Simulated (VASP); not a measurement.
# TaN (P6_3mc) in VASP: single point with LDA+U

Aim: the single point of TaN with LDA+U.

Program: VASP 6.6.1. These are calculated values, not measurements. Logs are shortened: lines on timing, memory, paths and dates and some standing lists are left out, and cuts for length are marked.

### Step 1. The crystal as given

Symmetry: P6_3mc, No. 186, hexagonal system. Conventional cell: a = 3.050 Å, b = 3.050 Å, c = 4.940 Å, α = 90.00°, β = 90.00°, γ = 120.00°. Ta (site symmetry 3m) has 4 N at 1.85 to 1.90 Å as nearest neighbours. N (site symmetry 3m) has 4 Ta at 1.85 to 1.90 Å as nearest neighbours.

### Step 2. Single point, LDA+U, collinear spin, typed start

File INCAR:

```
SYSTEM = TaN
ALGO     = Fast           ! electronic algorithm
EDIFF    = 1E-7           ! SCF threshold, eV
ENCUT    = 520            ! plane-wave cutoff, eV
ISIF     = 2              ! what is computed and relaxed
ISMEAR   = 0              ! smearing method
ISPIN    = 2              ! spin polarisation
LASPH    = .True.         ! aspherical terms in the spheres
LCHARG   = .False.        ! write CHGCAR
LDAU     = .True.         ! DFT+U
LDAUJ    = 0.5 0        
LDAUL    = 2 -1           ! shell
LDAUPRINT= 1            
LDAUTYPE = 1            
LDAUU    = 6 0            ! U, eV
LMAXMIX  = 4              ! l up to which the mixer works
LORBIT   = 11             ! projections on sites
LREAL    = .False.        ! projectors in reciprocal space
LWAVE    = .False.        ! write WAVECAR
MAGMOM   = 2 2 2 2 0 0 0 0 ! initial moments
NBANDS   = 46             ! bands
NELM     = 150            ! most SCF steps
PREC     = Accurate       ! precision mode
SIGMA    = 0.05           ! smearing width, eV
```

File KPOINTS:

```
k-points
0
Gamma
  7 7 2
  0 0 0
```

File POSCAR:

```
TaN
1.0
    3.0500020400      0.0000000000      0.0000000000
   -1.5250010200      2.6413792500      0.0000000000
    0.0000000000      0.0000000000      9.8800030600
Ta N
4 4
Direct
    0.3333333333      0.6666666667      0.0000000000
    0.6666666667      0.3333333333      0.2500000000
    0.3333333333      0.6666666667      0.5000000000
    0.6666666667      0.3333333333      0.7500000000
    0.3333333333      0.6666666667      0.1925000000
    0.6666666667      0.3333333333      0.4425000000
    0.3333333333      0.6666666667      0.6925000000
    0.6666666667      0.3333333333      0.9425000000
```

Potentials or basis: VASP PAW LDA potentials, release 64 (Ta_pv, N).

The run is started by

```bash
$ cat potpaw_LDA.64/Ta_pv/POTCAR potpaw_LDA.64/N/POTCAR > POTCAR
$ mpirun -np 1 vasp_std > vasp.out
```

OUTCAR:

```text
SYSTEM = TaN
   EDIFF = 1E-7
   ENCUT = 520
   ISIF = 2
   ISMEAR = 0
   ISPIN = 2
   LASPH = .True.
   LORBIT = 11
   LREAL = .False.
   NELM = 150
   PREC = Accurate

 ion  position               nearest neighbor table
   1  0.333  0.667  0.000-   8 1.85   8 1.85   8 1.85   5 1.90   4 3.03   2 3.03   4 3.03   2 3.03
                             2 3.03   4 3.03
   2  0.667  0.333  0.250-   5 1.85   5 1.85   5 1.85   6 1.90   1 3.03   3 3.03   3 3.03   1 3.03
                             3 3.03   1 3.03
   3  0.333  0.667  0.500-   6 1.85   6 1.85   6 1.85   7 1.90   4 3.03   2 3.03   4 3.03   2 3.03
                             2 3.03   4 3.03
   4  0.667  0.333  0.750-   7 1.85   7 1.85   7 1.85   8 1.90   1 3.03   3 3.03   3 3.03   1 3.03
                             3 3.03   1 3.03
   5  0.333  0.667  0.193-   2 1.85   2 1.85   2 1.85   1 1.90
   6  0.667  0.333  0.443-   3 1.85   3 1.85   3 1.85   2 1.90
   7  0.333  0.667  0.693-   4 1.85   4 1.85   4 1.85   3 1.90
   8  0.667  0.333  0.943-   1 1.85   1 1.85   1 1.85   4 1.90
[... 7 lines left out ...]
 A1 = (   3.0500020400,   0.0000000000,   0.0000000000)
 A2 = (  -1.5250010200,   2.6413792500,   0.0000000000)
 A3 = (   0.0000000000,   0.0000000000,   9.8800030600)

Analysis of symmetry for initial positions (statically):
=====================================================================
 Subroutine PRICEL returns following result:

  LATTYP: Found a hexagonal cell.
 ALAT       =     3.0500020400
 C/A-ratio  =     1.6196715495
[... 12 lines left out ...]
 Subroutine GETGRP returns: Found 12 space group operations
 (whereof  6 operations were pure point group operations)
 out of a pool of 24 trial point group operations.

The static configuration has the point symmetry C_3v.
 The point group associated with its full space group is C_6v.

Analysis of symmetry for dynamics (positions and initial velocities):
=====================================================================
 Subroutine PRICEL returns following result:

  LATTYP: Found a hexagonal cell.
 ALAT       =     3.0500020400
 C/A-ratio  =     1.6196715495
[... 12 lines left out ...]
 Subroutine GETGRP returns: Found 12 space group operations
 (whereof  6 operations were pure point group operations)
 out of a pool of 24 trial point group operations.

The dynamic configuration has the point symmetry C_3v.
 The point group associated with its full space group is C_6v.

Analysis of structural, dynamic, and magnetic symmetry:
=====================================================================
 Subroutine PRICEL returns following result:

  LATTYP: Found a hexagonal cell.
 ALAT       =     3.0500020400
[... 298 lines left out ...]
  free energy    TOTEN  =       -63.28950042 eV

  energy without entropy =      -63.28591123  energy(sigma->0) =      -63.28770583

 E-fermi :  10.3018     XC(G=0): -13.7885

 val. band max:       10.1826015782   @ k =   0.1429   0.0000   0.5000
 cond. band min:      10.3100232916   @ k =   0.1429   0.1429   0.0000
 fundamental gap:      0.1274217134
 Fermi energy:        10.3018133065

 spin component 1

 k-point     1 :       0.0000    0.0000    0.0000
  band No.  band energies     occupation
      1     -26.6179      1.00000
      2     -25.9938      1.00000
      3     -25.9938      1.00000
      4     -25.5195      1.00000
      5     -25.5195      1.00000
      6     -25.4253      1.00000
[... 741 lines left out ...]
     43      16.9172      0.00000
     44      16.9182      0.00000
 Fermi energy:        10.3018133065

 spin component 2

 k-point     1 :       0.0000    0.0000    0.0000
  band No.  band energies     occupation
      1     -26.6179      1.00000
      2     -25.9938      1.00000
      3     -25.9938      1.00000
      4     -25.5195      1.00000
      5     -25.5195      1.00000
      6     -25.4253      1.00000
[... 741 lines left out ...]
     43      16.9181      0.00000
     44      16.9210      0.00000
 [bands above 44 left out]

------------------------ aborting loop because EDIFF is reached ----------------------------------------

  FORCE on cell =-STRESS in cart. coord.  units (eV):
  Direction    XX          YY          ZZ          XY          YZ          ZX
  --------------------------------------------------------------------------------------
  -------------------------------------------------------------------------------------
  Total       75.1791136     75.1791137     65.2806405      0.0000000      0.0000000      0.0000000
  in kB     1513.2818131   1513.2818151   1314.0352595      0.0000000      0.0000000      0.0000000
  external PRESSURE =    1446.8662959 kB  Pullay stress =       0.0000000 kB

 VOLUME and BASIS-vectors are now :
 -----------------------------------------------------------------------------
  energy-cutoff  :      520.00
  volume of cell :       79.60
      direct lattice vectors                 reciprocal lattice vectors
     3.050002040  0.000000000  0.000000000     0.327868633  0.189295043  0.000000000
    -1.525001020  2.641379250  0.000000000     0.000000000  0.378590087  0.000000000
     0.000000000  0.000000000  9.880003060     0.000000000  0.000000000  0.101214544

 POSITION                                       TOTAL-FORCE (eV/Angst)
 -----------------------------------------------------------------------------------
     -0.00000      1.76092      0.00000        -0.000000      0.000000      2.413209
      1.52500      0.88046      2.47000         0.000000     -0.000000      2.413209
     -0.00000      1.76092      4.94000        -0.000000      0.000000      2.413209
      1.52500      0.88046      7.41000         0.000000     -0.000000      2.413209
     -0.00000      1.76092      1.90190         0.000000      0.000000     -2.413209
      1.52500      0.88046      4.37190        -0.000000     -0.000000     -2.413209
     -0.00000      1.76092      6.84190        -0.000000      0.000000     -2.413209
      1.52500      0.88046      9.31190         0.000000     -0.000000     -2.413209
 -----------------------------------------------------------------------------------
    total drift:                               -0.000000      0.000000      0.000988

  FREE ENERGIE OF THE ION-ELECTRON SYSTEM (eV)
  ---------------------------------------------------
  free  energy   TOTEN  =       -63.2895004212 eV

  energy  without entropy=      -63.2859112291  energy(sigma->0) =      -63.28770583

 total charge

# of ion       s       p       d       tot
------------------------------------------
    1        0.418   6.436   2.848   9.702
    2        0.418   6.436   2.848   9.702
    3        0.418   6.436   2.848   9.702
    4        0.418   6.436   2.848   9.702
    5        1.287   2.769   0.000   4.056
    6        1.287   2.769   0.000   4.056
    7        1.287   2.769   0.000   4.056
    8        1.287   2.769   0.000   4.056
--------------------------------------------------
tot          6.817  36.820  11.392  55.029

 magnetization (x)

# of ion       s       p       d       tot
------------------------------------------
    1       -0.000   0.000   0.000   0.000
    2       -0.000   0.000   0.000   0.000
    3       -0.000   0.000   0.000   0.000
    4       -0.000   0.000   0.000   0.000
    5        0.000   0.000   0.000   0.000
    6        0.000   0.000   0.000   0.000
    7        0.000   0.000   0.000   0.000
    8        0.000   0.000   0.000   0.000
--------------------------------------------------
tot         -0.000   0.000   0.000   0.000
```

OSZICAR:

```text
N       E                     dE             d eps       ncg     rms          rms(c)
DAV:   1     0.691567638986E+03    0.69157E+03   -0.34880E+04  2944   0.150E+03
DAV:   2    -0.295850658606E+02   -0.72115E+03   -0.68698E+03  3252   0.463E+02
DAV:   3    -0.784215645765E+02   -0.48836E+02   -0.47550E+02  3544   0.118E+02
DAV:   4    -0.791684607430E+02   -0.74690E+00   -0.74171E+00  3544   0.143E+01
DAV:   5    -0.791779858038E+02   -0.95251E-02   -0.95160E-02  3586   0.143E+00    0.843E+01
RMM:   6    -0.620061961011E+02    0.17172E+02   -0.58437E+01  3339   0.274E+01    0.366E+01
RMM:   7    -0.632620804011E+02   -0.12559E+01   -0.68620E+00  3796   0.955E+00    0.159E+01
RMM:   8    -0.632827390530E+02   -0.20659E-01   -0.89174E-01  3702   0.360E+00    0.592E+00
RMM:   9    -0.632677721071E+02    0.14967E-01   -0.17332E-01  3915   0.174E+00    0.792E-01
RMM:  10    -0.632833918518E+02   -0.15620E-01   -0.41375E-02  3870   0.798E-01    0.372E-01
RMM:  11    -0.632890167493E+02   -0.56249E-02   -0.12977E-02  3899   0.493E-01    0.262E-01
RMM:  12    -0.632897584986E+02   -0.74175E-03   -0.27012E-03  3844   0.241E-01    0.167E-01
RMM:  13    -0.632894695347E+02    0.28896E-03   -0.69736E-04  3827   0.132E-01    0.534E-02
RMM:  14    -0.632894883060E+02   -0.18771E-04   -0.18089E-04  3969   0.568E-02    0.275E-02
RMM:  15    -0.632894992127E+02   -0.10907E-04   -0.53922E-05  4004   0.306E-02    0.118E-02
RMM:  16    -0.632895005329E+02   -0.13202E-05   -0.87074E-06  4128   0.125E-02    0.554E-03
RMM:  17    -0.632895004604E+02    0.72503E-07   -0.16878E-06  3632   0.614E-03    0.285E-03
RMM:  18    -0.632895004212E+02    0.39177E-07   -0.37026E-07  2969   0.285E-03
   1 F= -.63289500E+02 E0= -.63287706E+02  d E =-.358919E-02  mag=     0.0000
```

Run time: 86 s. Hardware: 1 thread of Intel Xeon Platinum 8488C (Sapphire Rapids), shared host; peak memory 0.23 GiB.

What came out:

```
Free energy                                           : -63.2895 eV
Pressure                                              : 144.7 GPa
Largest force                                         : 2.413 eV/Å
Band gap on the k mesh                                : none (metal or under the smearing width)
Net moment                                            : 0.00 μB per cell
Valence electrons inside the program's atomic spheres : Ta 9.70; N 4.06
```

Forces in eV/Å, atoms in the order of the input:
```
Ta   0.000  0.000  2.413
Ta   0.000  0.000  2.413
Ta   0.000  0.000  2.413
Ta   0.000  0.000  2.413
N    0.000  0.000 -2.413
N    0.000  0.000 -2.413
N    0.000  0.000 -2.413
N    0.000  0.000 -2.413
```

Eigenvalues of the final occupation matrices:
```csv
site,spin,trace,eigenvalues
site 1 d,1,1.46,0.21 0.21 0.34 0.36 0.36
site 1 d,2,1.46,0.21 0.21 0.34 0.36 0.36
site 2 d,1,1.46,0.21 0.21 0.34 0.36 0.36
site 2 d,2,1.46,0.21 0.21 0.34 0.36 0.36
site 3 d,1,1.46,0.21 0.21 0.34 0.36 0.36
site 3 d,2,1.46,0.21 0.21 0.34 0.36 0.36
site 4 d,1,1.46,0.21 0.21 0.34 0.36 0.36
site 4 d,2,1.46,0.21 0.21 0.34 0.36 0.36
```

Caveat: a pressure of tens of GPa on the cell as given is suspect, and the run, the potentials or the cell itself is likely at fault; forces of over 1 eV/Å show positions far from the minimum, so gaps and moduli don't describe the material at rest.
